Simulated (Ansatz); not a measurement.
# Molybdenum, fcc under BLYP: from relaxation to bulk modulus, part 2 of 2

What does BLYP give for molybdenum in the fcc structure? We relax it, solve it on a dense k-mesh, then scale the cell to 7 volumes from 88 to 112 % of the relaxed one and try a fit of the equation of state. Spin polarisation is left out. The k-meshes are 14×14×14 for the relaxation; 22×22×22 for the dense run; 15×15×15 for the volumes.

Ansatz 0.2.0; DFT, BLYP, plane waves (420 eV) with PAW, scalar-relativistic. Earlier steps stand in the parts before.

## (7) Equation of state: 100 %

This is Mo in the fcc structure; at room conditions it is bcc.

input.yaml

```yaml
crystal:
  lattice:
    - [0.0, 2.0275507014, 2.0275507014]
    - [2.0275507014, 0.0, 2.0275507014]
    - [2.0275507014, 2.0275507014, 0.0]
  atoms:
    - { symbol: Mo, position: [0.0, 0.0, 0.0] }
hamiltonian:
  xc: blyp
  pseudopotentials:
    kind: paw
    azcp:
      Mo: "pseudopotentials/Mo.paw.azcp"
basis:
  ecutwfc: 420
  fft_grid_basis: typed
kpoints:
  mp_grid: { grid: [15, 15, 15], shift: [0, 0, 0] }
magnetization:
  spin_polarized: false
scf:
  occupations: { method: fermi_dirac, width: 0.1 }
  lower_state_search: "off"
output:
  stress: true
```

The program printed (excerpt; [...] marks lines left out):

```text
Warning: RAYON_NUM_THREADS=2 ignored (pool sized by the plan → 2); use --threads N
[...]
Pseudopotentials: kind: paw
Pseudopotential: Mo, paw, valence charge 14, recommended cutoff 420 eV (normal), <dir>
Functional definition: BLYP
[...]
Crystal: 1 atoms, lattice volume = 16.670 Å³
Basis set: ecut = 420 eV, 331 PW (Γ), exchange–correlation on 40×40×40 points (8 copies of the dense FFT grid, shifted against one another)
Bands: 11, of which v1, the nominal top of the filled ones, is band 7 counted from 1 (6 counted from 0)
Symmetry: 48 space group operations
Space group: Fm-3m (ITA 225), of the structure as read, at distance tolerance 2.6e-5 Å
k-points: 120 of 3375
[...]
SCF iter   1: F=—  HF=-4968.718687 eV  |F-HF|=—  |Δ(HF+E_count)|=         —  Δρ=1.52e-2  dr2=4.47e-2  ethr=1.77e-3  ⟨swp⟩=5.0  Hψ=7766  notcnv=0
[...]
SCF iter   6: F=-4968.704878 eV  HF=-4968.704878 eV  |F-HF|=3.17e-10  |Δ(HF+E_count)|=   2.75e-9  Δρ=2.24e-6  dr2=1.96e-10  ethr=6.75e-11  ⟨swp⟩=1.9  Hψ=3977  notcnv=0
[...]
SCF converged after 6 iterations
Free energy (F): -4968.704878 eV
[...]
E sigma→0 (E₀):  -4968.681854 eV
Entropy (-TS):   -0.046049 eV (-46.049 meV/atom)
Fermi energy:    19.695606 eV
[...]
--- Stress (GPa, compression-positive) ---
        0.327298       0.000000      -0.000000
        0.000000       0.327298       0.000000
        0.000000      -0.000000       0.327298
  P = ⅓ Tr σ = 0.3273 GPa (3.273 kbar)
```

It took 1.2 s on 2 threads of Arm Neoverse V2, shared host; peak memory 0.27 GiB.

## (8) Equation of state: 104 %

Edit input.yaml of step 7 so:

```diff
@@ -2,5 +2,5 @@
   lattice:
-    - [0.0, 2.0275507014, 2.0275507014]
-    - [2.0275507014, 0.0, 2.0275507014]
-    - [2.0275507014, 2.0275507014, 0.0]
+    - [0.0, 2.0542320598, 2.0542320598]
+    - [2.0542320598, 0.0, 2.0542320598]
+    - [2.0542320598, 2.0542320598, 0.0]
   atoms:
```

The program printed (excerpt; [...] marks lines left out):

```text
Warning: RAYON_NUM_THREADS=2 ignored (pool sized by the plan → 2); use --threads N
[...]
[... 3 set-up lines as earlier in the session ...]
[...]
Crystal: 1 atoms, lattice volume = 17.337 Å³
Basis set: ecut = 420 eV, 331 PW (Γ), exchange–correlation on 40×40×40 points (8 copies of the dense FFT grid, shifted against one another)
Bands: 11, of which v1, the nominal top of the filled ones, is band 7 counted from 1 (6 counted from 0)
[... 2 set-up lines as earlier in the session ...]
k-points: 120 of 3375
[...]
SCF iter   1: F=—  HF=-4968.703137 eV  |F-HF|=—  |Δ(HF+E_count)|=         —  Δρ=1.48e-2  dr2=4.52e-2  ethr=1.77e-3  ⟨swp⟩=5.0  Hψ=7809  notcnv=0
[...]
SCF iter   6: F=-4968.689426 eV  HF=-4968.689426 eV  |F-HF|=4.73e-11  |Δ(HF+E_count)|=   6.68e-9  Δρ=9.60e-7  dr2=4.62e-11  ethr=1.44e-10  ⟨swp⟩=2.0  Hψ=4462  notcnv=0
[...]
SCF converged after 6 iterations
Free energy (F): -4968.689426 eV
[...]
E sigma→0 (E₀):  -4968.665415 eV
Entropy (-TS):   -0.048023 eV (-48.023 meV/atom)
Fermi energy:    18.814101 eV
[...]
--- Stress (GPa, compression-positive) ---
       -7.480703       0.000000       0.000000
        0.000000      -7.480703       0.000000
       -0.000000       0.000000      -7.480703
  P = ⅓ Tr σ = -7.4807 GPa (-74.807 kbar)
```

Run time: 0.65 s. Hardware: 2 threads of Arm Neoverse V2, shared host; peak memory 0.27 GiB.

## (9) Equation of state: 108 %

Edit input.yaml of step 8 so:

```diff
@@ -2,5 +2,5 @@
   lattice:
-    - [0.0, 2.0542320598, 2.0542320598]
-    - [2.0542320598, 0.0, 2.0542320598]
-    - [2.0542320598, 2.0542320598, 0.0]
+    - [0.0, 2.080237758, 2.080237758]
+    - [2.080237758, 0.0, 2.080237758]
+    - [2.080237758, 2.080237758, 0.0]
   atoms:
```

The program printed (excerpt; [...] marks lines left out):

```text
Warning: RAYON_NUM_THREADS=2 ignored (pool sized by the plan → 2); use --threads N
[...]
[... 3 set-up lines as earlier in the session ...]
[...]
Crystal: 1 atoms, lattice volume = 18.004 Å³
Basis set: ecut = 420 eV, 339 PW (Γ), exchange–correlation on 40×40×40 points (8 copies of the dense FFT grid, shifted against one another)
Bands: 11, of which v1, the nominal top of the filled ones, is band 7 counted from 1 (6 counted from 0)
[... 2 set-up lines as earlier in the session ...]
k-points: 120 of 3375
[...]
SCF iter   1: F=—  HF=-4968.658183 eV  |F-HF|=—  |Δ(HF+E_count)|=         —  Δρ=1.45e-2  dr2=4.56e-2  ethr=1.77e-3  ⟨swp⟩=5.0  Hψ=7826  notcnv=0
[...]
SCF iter   6: F=-4968.644661 eV  HF=-4968.644661 eV  |F-HF|=4.82e-11  |Δ(HF+E_count)|=   7.56e-9  Δρ=5.75e-7  dr2=3.33e-11  ethr=1.05e-10  ⟨swp⟩=1.9  Hψ=4454  notcnv=0
[...]
SCF converged after 6 iterations
Free energy (F): -4968.644661 eV
[...]
E sigma→0 (E₀):  -4968.619586 eV
Entropy (-TS):   -0.050151 eV (-50.151 meV/atom)
Fermi energy:    17.996164 eV
[...]
--- Stress (GPa, compression-positive) ---
      -13.806720       0.000000       0.000000
        0.000000     -13.806720       0.000000
        0.000000      -0.000000     -13.806720
  P = ⅓ Tr σ = -13.8067 GPa (-138.067 kbar)
```

It took 0.73 s on 2 threads of Arm Neoverse V2, shared host; peak memory 0.27 GiB.

## (10) Equation of state: 112 %

Edit input.yaml of step 9 so:

```diff
@@ -2,5 +2,5 @@
   lattice:
-    - [0.0, 2.080237758, 2.080237758]
-    - [2.080237758, 0.0, 2.080237758]
-    - [2.080237758, 2.080237758, 0.0]
+    - [0.0, 2.1056090116, 2.1056090116]
+    - [2.1056090116, 0.0, 2.1056090116]
+    - [2.1056090116, 2.1056090116, 0.0]
   atoms:
```

The program printed (excerpt; [...] marks lines left out):

```text
Warning: RAYON_NUM_THREADS=2 ignored (pool sized by the plan → 2); use --threads N
[...]
[... 3 set-up lines as earlier in the session ...]
[...]
Crystal: 1 atoms, lattice volume = 18.671 Å³
Basis set: ecut = 420 eV, 339 PW (Γ), exchange–correlation on 40×40×40 points (8 copies of the dense FFT grid, shifted against one another)
Bands: 11, of which v1, the nominal top of the filled ones, is band 7 counted from 1 (6 counted from 0)
[... 1 set-up line as earlier in the session ...]
Space group: Fm-3m (ITA 225), of the structure as read, at distance tolerance 2.7e-5 Å
k-points: 120 of 3375
[...]
SCF iter   1: F=—  HF=-4968.589471 eV  |F-HF|=—  |Δ(HF+E_count)|=         —  Δρ=1.41e-2  dr2=4.60e-2  ethr=1.77e-3  ⟨swp⟩=5.0  Hψ=7820  notcnv=0
[...]
SCF iter   6: F=-4968.576197 eV  HF=-4968.576197 eV  |F-HF|=3.73e-11  |Δ(HF+E_count)|=   6.12e-9  Δρ=6.84e-7  dr2=6.40e-11  ethr=1.43e-10  ⟨swp⟩=2.2  Hψ=4544  notcnv=0
[...]
SCF converged after 6 iterations
Free energy (F): -4968.576197 eV
[...]
E sigma→0 (E₀):  -4968.549995 eV
Entropy (-TS):   -0.052404 eV (-52.404 meV/atom)
Fermi energy:    17.234874 eV
[...]
--- Stress (GPa, compression-positive) ---
      -18.907084       0.000000       0.000000
        0.000000     -18.907084       0.000000
        0.000000       0.000000     -18.907084
  P = ⅓ Tr σ = -18.9071 GPa (-189.071 kbar)
```

Run time: 0.75 s. Hardware: 2 threads of Arm Neoverse V2, shared host; peak memory 0.27 GiB.

## (11) Fitting the volumes

All volumes keep the relaxed shape and fractional coordinates.

| V (Å³/atom) | E − E₀ (meV/atom) | P from the stress (GPa) | P from the fit (GPa) |
| --- | --- | --- | --- |
| 14.670 | 202.2 | 36.12 | 36.01 |
| 15.337 | 83.8 | 21.70 | 21.47 |
| 16.004 | 19.7 | 9.93 | 9.69 |
| 16.670 | -0.1 | 0.33 | 0.11 |
| 17.337 | 16.4 | -7.48 | -7.70 |
| 18.004 | 62.2 | -13.81 | -14.07 |
| 18.671 | 131.8 | -18.91 | -19.27 |

A third-order Birch-Murnaghan fit gives V₀ = 16.679 Å³/atom, B₀ = 215 GPa and B₀′ = 4.1; it misses no point by more than 0.10 meV/atom.

The fit is made to E(σ → 0), while the stress belongs to the free energy F; that is one source of the offset between the two pressures.

## (12) Results

The summary covers parts 1 to 2.

| quantity | value |
| --- | --- |
| space group (spins left aside) | Fm-3m (No. 225) |
| conventional cell | a = 4.055 Å |
| volume | 16.670 Å³/atom |
| shortest distance | 2.867 Å |
| gap on the mesh | none (levels filled in part) |
| relative to bcc | +386 meV/atom |
| V₀, B₀, B₀′ | 16.679 Å³/atom, 215 GPa, 4.1 |

The relaxation enlarged the cell by 6.9 % in volume. Against the reference form of molybdenum (bcc, computed apart with the same settings) it stands 386 meV/atom higher. Levels at the Fermi energy are filled in part, as in a metal. The fitted modulus is 215 GPa. Relaxation kept the symmetry; phonons were not checked.
